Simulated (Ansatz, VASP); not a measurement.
# MgO in VASP and in Ansatz

```
CELL_PARAMETERS angstrom
0.00000 2.28201 2.33997
2.28201 0.00000 2.33997
2.28201 2.28201 0.00000
ATOMIC_POSITIONS crystal
Mg 0.00000 0.00000 0.00000
O 0.25000 0.25000 0.25000
```

Change from the starting cell: uniaxial_z strain +2.5%.

Alike in both runs: task single point; functional HSE06; k mesh 6 × 6 × 6; no spin polarisation.

```csv
,VASP,Ansatz
version,VASP 6.6.1,Ansatz 0.2.0
potentials or method,"VASP PAW PBE potentials, release 64 (Mg, O)","plane waves, PAW"
plane-wave cutoff (eV),520,420
occupations,"gaussian, width 0.01 eV",fixed
valence electrons in the cell,8,16
```

```csv
,VASP,Ansatz,Ansatz less VASP
gap on the k mesh at the Fermi level (eV),5.06,5.09,+0.028
pressure (GPa),-3.2,-3.1,+0.11
largest component of the traceless stress (GPa),0.90,0.90,+0.001
```

The two sets of potentials don't hold the same shells in valence. Ansatz warned: «stress_exchange_threshold_loose».

Caveats: the PAW data sets were made with another functional, which shifts forces and pressure a little (VASP).
